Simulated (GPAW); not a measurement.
# Sn (I4_1/amd) in GPAW: a series of runs

The runs below take Sn through optical spectrum, with PBEsol, PBE.

Program: GPAW 26.7.0. These are calculated values, not measurements. Logs are shortened: lines on timing, memory, paths and dates and some standing lists are left out, and cuts for length are marked. The log counts tension as positive stress, the text compression.

### 1 The structure

It takes space group I4_1/amd (No. 141, tetragonal). Conventional cell: a = 5.880 Å, b = 5.880 Å, c = 3.199 Å, α = 90.00°, β = 90.00°, γ = 90.00°. Sn (site symmetry -4m2) has 6 Sn at 3.05 to 3.20 Å as nearest neighbours.

### 2 Optical spectrum, PBEsol

File run.py:

```python
from ase import Atoms
from ase.dft.bandgap import bandgap
from ase.io import write
from gpaw import GPAW, PW, setup_paths
from gpaw.response.df import DielectricFunction

setup_paths.insert(0, '.')

atoms = Atoms(['Sn', 'Sn'],
              cell=[[-2.9401404553, 2.9401404553, 1.5993019889],
                    [2.9401404553, -2.9401404553, 1.5993019889],
                    [2.9401404553, 2.9401404553, -1.5993019889]],
              scaled_positions=[[0.0, 0.0, 0.0],
                                [0.75, 0.25, 0.5]],
              pbc=True)

calc = GPAW(mode=PW(500),
            xc='PBEsol',
            kpts={'size': (8, 8, 8), 'gamma': True},
            occupations={'name': 'fermi-dirac', 'width': 0.05},
            nbands=24,
            convergence={'density': 1e-06},
            maxiter=150,
            txt='gpaw.txt')
atoms.calc = calc
energy = atoms.get_potential_energy()
calc.write('gs.gpw')
write('result.traj', atoms)
print(f'Energy: {energy:.6f} eV')
print('Fermi level:', round(calc.get_fermi_level(), 4), 'eV')
print(f'Gap: {bandgap(calc)[0]:.4f} eV, direct: {bandgap(calc, direct=True)[0]:.4f} eV')

dense = calc.fixed_density(kpts={'size': (10, 10, 10), 'gamma': True},
                           nbands=40, convergence={'bands': 34, 'eigenstates': 1e-7},
                           update_fermi_level=True, txt='dense.txt')
dense.write('dense.gpw', mode='all')

df = DielectricFunction('dense.gpw', frequencies={'type': 'nonlinear', 'domega0': 0.05, 'omega2': 10},
                        eta=0.1, ecut=50, nbands=34, rate='eta', txt='df.txt')
for direction in ['x', 'z']:
    df.get_dielectric_function(xc='RPA', direction=direction, filename=f'df_{direction}.csv')
```

Potentials or basis: PAW data sets generated in the run's folder for this functional, pw.

Command:

```bash
> gpaw-setup -f PBEsol Sn
> OMP_NUM_THREADS=1 python run.py
```

gpaw.txt:

```text
__  _  _
 | _ |_)|_||  |
 |__||  | ||/\| - 26.7.0

Input parameters:
  mode=PW(ecut=500.0),
  convergence={'density': 1e-06},
  kpts=MonkhorstPack(size=(8, 8, 8), gamma=True),
  maxiter=150,
  nbands=24,
  occupations=Occupations(name='fermi-dirac', width=0.05),
  xc=XC(name='PBEsol')

Diagonalizing LCAO Hamiltonian
Converting LCAO to pw mode

         Sn

       Sn

Atoms  # Å, Bohr magnetons
|   | symbol |        x |        y |        z |    initial magnetic moments |
|---|--------|----------|----------|----------|-----------------------------|
| 0 |     Sn | 0.000000 | 0.000000 | 0.000000 | ( 0.0000,  0.0000,  0.0000) |
| 1 |     Sn | 0.000000 | 2.940140 | 0.799651 | ( 0.0000,  0.0000,  0.0000) |

Unit cell  # Å
| periodic |         x |         y |         z |  lengths |     angles |
|----------|-----------|-----------|-----------|----------|------------|
|      yes | -2.940140 |  2.940140 |  1.599302 | 4.454954 |  97.404686 |
|      yes |  2.940140 | -2.940140 |  1.599302 | 4.454954 |  97.404686 |
|      yes |  2.940140 |  2.940140 | -1.599302 | 4.454954 | 137.923144 |

Number of symmetries: 8
Symmetry operations  # r_c * U_cc + t_c -> r_c
|   | kind |            matrix            |
|---|------|------------------------------|
| 0 |  σ   |  1, 1, 1,  0, 0,-1,  0,-1, 0 |
| 1 |  E   |  1, 0, 0,  0, 1, 0,  0, 0, 1 |
| 2 |  C2  |  0, 1, 0,  1, 0, 0, -1,-1,-1 |
| 3 |  S4  |  0, 0, 1, -1,-1,-1,  0, 1, 0 |
| 4 |  σ   |  0, 0,-1,  1, 1, 1, -1, 0, 0 |
| 5 |  C2  |  0,-1, 0, -1, 0, 0,  0, 0,-1 |
| 6 |  C2  | -1, 0, 0,  0,-1, 0,  1, 1, 1 |
| 7 |  S4  | -1,-1,-1,  0, 0, 1,  1, 0, 0 |

BZ-sampling:
  Number of BZ points: 512
  Number of IBZ points: 59

  Monkhorst-Pack size: [8, 8, 8]
  Monkhorst-Pack shift: [0.0625, 0.0625, 0.0625]

K-points  # in reciprocal-cell coordinates
|     |                                coordinates |     weight |
|-----|--------------------------------------------|------------|
|   0 | (  0.00000000,   0.00000000,   0.00000000) | 0.00195312 |
|   1 | (  0.12500000,  -0.12500000,   0.00000000) | 0.00781250 |
|   2 | (  0.12500000,  -0.12500000,   0.12500000) | 0.00781250 |
|   3 | (  0.12500000,   0.00000000,   0.00000000) | 0.01562500 |
|   4 | (  0.12500000,   0.12500000,  -0.12500000) | 0.00390625 |
|   5 | (  0.25000000,  -0.25000000,   0.00000000) | 0.00781250 |
|   6 | (  0.25000000,  -0.25000000,   0.12500000) | 0.01562500 |
|   7 | (  0.25000000,  -0.25000000,   0.25000000) | 0.00781250 |
|   8 | (  0.25000000,  -0.12500000,   0.00000000) | 0.03125000 |
|   9 | (  0.25000000,  -0.12500000,   0.12500000) | 0.01562500 |
| ... |                                            |            |
|  58 | (  0.50000000,   0.50000000,   0.50000000) | 0.00195312 |

Plane wave coefficients: 1418
Cutoff: 500.0 eV

Spin-components: 1 (collinear spins)
Bands:           24
Projectors:      12
Spin-degeneracy: 2
Datatype:        complex128

Parallelization:
  kpt:    1
  domain: 1
  band:   1

Density:
  Valence electrons: 28.0
  Components: 1
  Grid points: [24 24 24]
  Charge: 0.0  # |e|

Potential:
  Grid points: [24 24 24]

species:
  Sn:
    name:    Tin
    Z:       50.0
    valence: 14
    core:    36
    charge:  0.0  # [|e|]
    compensation charges:
      type: gauss
      rc: 0.38  # [Å]
      lmax: 2
    cutoffs:
      filter: 2.23  # [Å]
      core: 2.35  # [Å]
    projectors
    | kind |    occ | energy [eV] | rcut [Å] |
    |------|--------|-------------|----------|
    |   5s |  2.000 |     -10.584 |    1.201 |
    |   5p |  2.000 |      -3.711 |    1.270 |
    |   4d | 10.000 |     -25.798 |    1.185 |
    |    s |        |      16.628 |    1.201 |
    |    p |        |      23.501 |    1.270 |
    |    d |        |       1.413 |    1.185 |

    Using partial waves for Sn as LCAO basis

Reference energy: -335871.806691  # eV

eigensolver:
  PPCG
  Converge bands: occupied
  niter=2

density mixing:
  MSR1-Mixer
  Pratt-step length: 0.05
  Maximum mixing coefficient: 0.75
  Old densities: 10
  SVD Regularization: 0.005
  Good broyden scale: 1.0
  Trust region scale: 1.0
  Backstep threshold: 4.0
  History deletion threshold: 6.0
  Fourier metric: weight=20.0, sigma=0.015

occupation numbers:
  Fermi-Dirac:
    width: 0.0500  # eV

poisson solver:
  ecut: 4000.0  # eV

xc functional:
  name: PBEsol with 2 nearest neighbor stencil

convergence criteria:
- Maximum integral of absolute [dens]ity change: 1e-06 electrons / valence electron
- Maximum [total energy] change in last 3 cyles: 0.0005 eV / valence electron
- Maximum integral of absolute [eigenst]ate change: 4e-08 eV^2 / valence electron
maximum number of iterations: 150

SCF iterations
|iter     | |      energy | eigst |  dens |
|---------|-|-------------|-------|-------|
|iter:   1| |   -8.912970 | -0.11 |       |
|iter:   2| |   -8.912082 | -2.57 | -1.67 |
|iter:   3| |   -8.890069 | -2.81 | -1.70 |
|iter:   4| |   -8.890984 | -3.69 | -2.18 |
|iter:   5| |   -8.891232c| -4.66 | -2.78 |
|iter:   6| |   -8.891244c| -6.29 | -3.66 |
|iter:   7| |   -8.891245c| -7.40c| -4.35 |
|iter:   8| |   -8.891245c| -8.03c| -5.06 |
|iter:   9| |   -8.891245c| -8.30c| -5.65 |
|iter:  10| |   -8.891245c| -8.93c| -6.07c|

Converged in 10 steps
Energy contributions relative to reference atoms: (reference = -335871.806691)

Energy contributions:
  Kinetic:           6.194779
  Coulomb:          -5.977594
  Zero:              0.011318
  External:          0.000000
  Xc:               -9.114513
  Entropy:          -0.010468
  Spinorbit:         0.000000
  ----------------------------
  Free energy:      -8.896480
  Extrapolated:     -8.891245

dipole moment: (-16.467786, -3.461888, -5.420416)  # |e|*Ang

Fermi level: 6.707
Eigenvalues  # (at kpt = [0.000, 0.000, 0.000])
| band index |      eig [eV] | occ [0-2] |
|------------|---------------|-----------|
|          0 |       -14.791 |     2.000 |
|        ... |               |           |
|          6 |       -14.503 |     2.000 |
|          7 |       -14.503 |     2.000 |
|          8 |       -14.424 |     2.000 |
|          9 |       -14.319 |     2.000 |
|         10 |        -4.253 |     2.000 |
|         11 |         3.040 |     2.000 |
[... 8 lines left out ...]
|         20 |        17.151 |     0.000 |
|         21 |        17.851 |     0.000 |
|        ... |               |           |
|         23 |        18.268 |     0.000 |

No gap
No difference between direct/indirect transitions
# Writing to gs.gpw (mode='')
```

Run time: 3.9 min. Hardware: 1 thread of Arm Neoverse V2, shared host; peak memory 0.42 GiB.

Results:

```yaml
Free_energy: -8.8965 eV
Band_gap_on_the_k_mesh: none (metal or under the smearing width)
```

Dielectric function (mean over the directions given):
| energy (eV) | real part | imaginary part |
| --- | --- | --- |
| 0.77 | -91.66 | 66.76 |
| 1.66 | -40.16 | 37.44 |
| 2.66 | -19.70 | 11.32 |
| 3.69 | -11.28 | 7.67 |
| 4.51 | -7.77 | 4.29 |
| 5.53 | -6.23 | 1.98 |
| 6.55 | -4.11 | 1.18 |
| 7.38 | -3.05 | 0.99 |
| 8.43 | -1.84 | 0.73 |
| 9.47 | -1.30 | 0.40 |
| 10.26 | -1.05 | 0.53 |
| 11.31 | -0.62 | 0.26 |
| 12.30 | -0.44 | 0.23 |
| 13.24 | -0.18 | 0.21 |
| 14.22 | -0.06 | 0.14 |
| 15.26 | 0.10 | 0.12 |
| 16.21 | 0.24 | 0.08 |
| 17.36 | 0.37 | 0.07 |
| 18.58 | 0.48 | 0.06 |
| 19.87 | 0.59 | 0.04 |

Caveat: the intraband term hangs on this k mesh; the long-wavelength limit can be off by a per cent or two; spectra need much finer meshes, so this one isn't converged; independent-particle spectra lack excitons.

### 3 Optical spectrum, PBE

run.py: that of step 2 with these lines changed.

```diff
@@ -3,6 +3,4 @@
 from ase.io import write
-from gpaw import GPAW, PW, setup_paths
+from gpaw import GPAW, PW
 from gpaw.response.df import DielectricFunction
-
-setup_paths.insert(0, '.')
 
@@ -17,3 +15,3 @@
 calc = GPAW(mode=PW(500),
-            xc='PBEsol',
+            xc='PBE',
             kpts={'size': (8, 8, 8), 'gamma': True},
```

Potentials or basis: GPAW PAW data sets (gpaw-data 1.2.1), pw.

Command:

```bash
> OMP_NUM_THREADS=1 python run.py
```

gpaw.txt:

```text
__  _  _
 | _ |_)|_||  |
 |__||  | ||/\| - 26.7.0

Input parameters:
  mode=PW(ecut=500.0),
  convergence={'density': 1e-06},
  kpts=MonkhorstPack(size=(8, 8, 8), gamma=True),
  maxiter=150,
  nbands=24,
  occupations=Occupations(name='fermi-dirac', width=0.05),
  xc=XC(name='PBE')

Diagonalizing LCAO Hamiltonian
Converting LCAO to pw mode

         Sn

       Sn

Atoms  # Å, Bohr magnetons
|   | symbol |        x |        y |        z |    initial magnetic moments |
|---|--------|----------|----------|----------|-----------------------------|
| 0 |     Sn | 0.000000 | 0.000000 | 0.000000 | ( 0.0000,  0.0000,  0.0000) |
| 1 |     Sn | 0.000000 | 2.940140 | 0.799651 | ( 0.0000,  0.0000,  0.0000) |

Unit cell  # Å
| periodic |         x |         y |         z |  lengths |     angles |
|----------|-----------|-----------|-----------|----------|------------|
|      yes | -2.940140 |  2.940140 |  1.599302 | 4.454954 |  97.404686 |
|      yes |  2.940140 | -2.940140 |  1.599302 | 4.454954 |  97.404686 |
|      yes |  2.940140 |  2.940140 | -1.599302 | 4.454954 | 137.923144 |

Number of symmetries: 8
Symmetry operations  # r_c * U_cc + t_c -> r_c
|   | kind |            matrix            |
|---|------|------------------------------|
| 0 |  σ   |  1, 1, 1,  0, 0,-1,  0,-1, 0 |
| 1 |  E   |  1, 0, 0,  0, 1, 0,  0, 0, 1 |
| 2 |  C2  |  0, 1, 0,  1, 0, 0, -1,-1,-1 |
| 3 |  S4  |  0, 0, 1, -1,-1,-1,  0, 1, 0 |
| 4 |  σ   |  0, 0,-1,  1, 1, 1, -1, 0, 0 |
| 5 |  C2  |  0,-1, 0, -1, 0, 0,  0, 0,-1 |
| 6 |  C2  | -1, 0, 0,  0,-1, 0,  1, 1, 1 |
| 7 |  S4  | -1,-1,-1,  0, 0, 1,  1, 0, 0 |

BZ-sampling:
  Number of BZ points: 512
  Number of IBZ points: 59

  Monkhorst-Pack size: [8, 8, 8]
  Monkhorst-Pack shift: [0.0625, 0.0625, 0.0625]

K-points  # in reciprocal-cell coordinates
|     |                                coordinates |     weight |
|-----|--------------------------------------------|------------|
|   0 | (  0.00000000,   0.00000000,   0.00000000) | 0.00195312 |
|   1 | (  0.12500000,  -0.12500000,   0.00000000) | 0.00781250 |
|   2 | (  0.12500000,  -0.12500000,   0.12500000) | 0.00781250 |
|   3 | (  0.12500000,   0.00000000,   0.00000000) | 0.01562500 |
|   4 | (  0.12500000,   0.12500000,  -0.12500000) | 0.00390625 |
|   5 | (  0.25000000,  -0.25000000,   0.00000000) | 0.00781250 |
|   6 | (  0.25000000,  -0.25000000,   0.12500000) | 0.01562500 |
|   7 | (  0.25000000,  -0.25000000,   0.25000000) | 0.00781250 |
|   8 | (  0.25000000,  -0.12500000,   0.00000000) | 0.03125000 |
|   9 | (  0.25000000,  -0.12500000,   0.12500000) | 0.01562500 |
| ... |                                            |            |
|  58 | (  0.50000000,   0.50000000,   0.50000000) | 0.00195312 |

Plane wave coefficients: 1418
Cutoff: 500.0 eV

Spin-components: 1 (collinear spins)
Bands:           24
Projectors:      12
Spin-degeneracy: 2
Datatype:        complex128

Parallelization:
  kpt:    1
  domain: 1
  band:   1

Density:
  Valence electrons: 28.0
  Components: 1
  Grid points: [24 24 24]
  Charge: 0.0  # |e|

Potential:
  Grid points: [24 24 24]

species:
  Sn:
    name:    Tin
    Z:       50.0
    valence: 14
    core:    36
    charge:  0.0  # [|e|]
    compensation charges:
      type: gauss
      rc: 0.38  # [Å]
      lmax: 2
    cutoffs:
      filter: 2.23  # [Å]
      core: 2.35  # [Å]
    projectors
    | kind |    occ | energy [eV] | rcut [Å] |
    |------|--------|-------------|----------|
    |   5s |  2.000 |     -10.538 |    1.201 |
    |   5p |  2.000 |      -3.696 |    1.270 |
    |   4d | 10.000 |     -25.845 |    1.185 |
    |    s |        |      16.674 |    1.201 |
    |    p |        |      23.515 |    1.270 |
    |    d |        |       1.367 |    1.185 |

    Using partial waves for Sn as LCAO basis

Reference energy: -336021.386614  # eV

eigensolver:
  PPCG
  Converge bands: occupied
  niter=2

density mixing:
  MSR1-Mixer
  Pratt-step length: 0.05
  Maximum mixing coefficient: 0.75
  Old densities: 10
  SVD Regularization: 0.005
  Good broyden scale: 1.0
  Trust region scale: 1.0
  Backstep threshold: 4.0
  History deletion threshold: 6.0
  Fourier metric: weight=20.0, sigma=0.015

occupation numbers:
  Fermi-Dirac:
    width: 0.0500  # eV

poisson solver:
  ecut: 4000.0  # eV

xc functional:
  name: PBE with 2 nearest neighbor stencil

convergence criteria:
- Maximum integral of absolute [dens]ity change: 1e-06 electrons / valence electron
- Maximum [total energy] change in last 3 cyles: 0.0005 eV / valence electron
- Maximum integral of absolute [eigenst]ate change: 4e-08 eV^2 / valence electron
maximum number of iterations: 150

SCF iterations
|iter     | |      energy | eigst |  dens |
|---------|-|-------------|-------|-------|
|iter:   1| |   -8.000998 | -0.12 |       |
|iter:   2| |   -8.001844 | -2.56 | -1.68 |
|iter:   3| |   -7.991654c| -2.75 | -1.71 |
|iter:   4| |   -7.994159c| -3.56 | -2.17 |
|iter:   5| |   -7.994550c| -4.51 | -2.76 |
|iter:   6| |   -7.994563c| -6.11 | -3.62 |
|iter:   7| |   -7.994564c| -7.29 | -4.30 |
|iter:   8| |   -7.994564c| -7.85c| -5.03 |
|iter:   9| |   -7.994564c| -8.16c| -5.62 |
|iter:  10| |   -7.994564c| -8.77c| -6.05c|

Converged in 10 steps
Energy contributions relative to reference atoms: (reference = -336021.386614)

Energy contributions:
  Kinetic:           9.261063
  Coulomb:          -8.703189
  Zero:              0.032155
  External:          0.000000
  Xc:               -8.579396
  Entropy:          -0.010396
  Spinorbit:         0.000000
  ----------------------------
  Free energy:      -7.999762
  Extrapolated:     -7.994564

dipole moment: (-16.436670, -3.447565, -5.408057)  # |e|*Ang

Fermi level: 6.875
Eigenvalues  # (at kpt = [0.000, 0.000, 0.000])
| band index |      eig [eV] | occ [0-2] |
|------------|---------------|-----------|
|          0 |       -14.718 |     2.000 |
|        ... |               |           |
|          6 |       -14.434 |     2.000 |
|          7 |       -14.434 |     2.000 |
|          8 |       -14.355 |     2.000 |
|          9 |       -14.250 |     2.000 |
|         10 |        -4.079 |     2.000 |
|         11 |         3.224 |     2.000 |
[... 8 lines left out ...]
|         20 |        17.307 |     0.000 |
|         21 |        17.999 |     0.000 |
|        ... |               |           |
|         23 |        18.440 |     0.000 |

No gap
No difference between direct/indirect transitions
# Writing to gs.gpw (mode='')
```

stdout:

```text
Energy: -7.994564 eV
Fermi level: 6.8748 eV
Gap: 0.0000 eV, direct: 0.0000 eV
```

Run time: 3.9 min. Hardware: 1 thread of Arm Neoverse V2, shared host; peak memory 0.42 GiB.

Results:

```yaml
Free_energy: -7.9998 eV
Band_gap_on_the_k_mesh: none (metal or under the smearing width)
```

Dielectric function (mean over the directions given):
```tsv
energy (eV)	real part	imaginary part
0.77	-92.27	64.68
1.66	-38.57	37.68
2.66	-19.61	11.54
3.69	-11.21	7.82
4.51	-7.80	4.24
5.53	-6.25	2.03
6.55	-4.13	1.20
7.38	-3.03	1.01
8.43	-1.83	0.73
9.47	-1.30	0.41
10.26	-1.04	0.54
11.31	-0.62	0.26
12.30	-0.44	0.23
13.24	-0.18	0.21
14.22	-0.06	0.14
15.26	0.10	0.12
16.21	0.24	0.08
17.36	0.36	0.07
18.58	0.48	0.06
19.87	0.59	0.04
```

Caveat: the intraband term hangs on this k mesh; the long-wavelength limit can be off by a per cent or two; spectra need much finer meshes, so this one isn't converged; independent-particle spectra lack excitons.
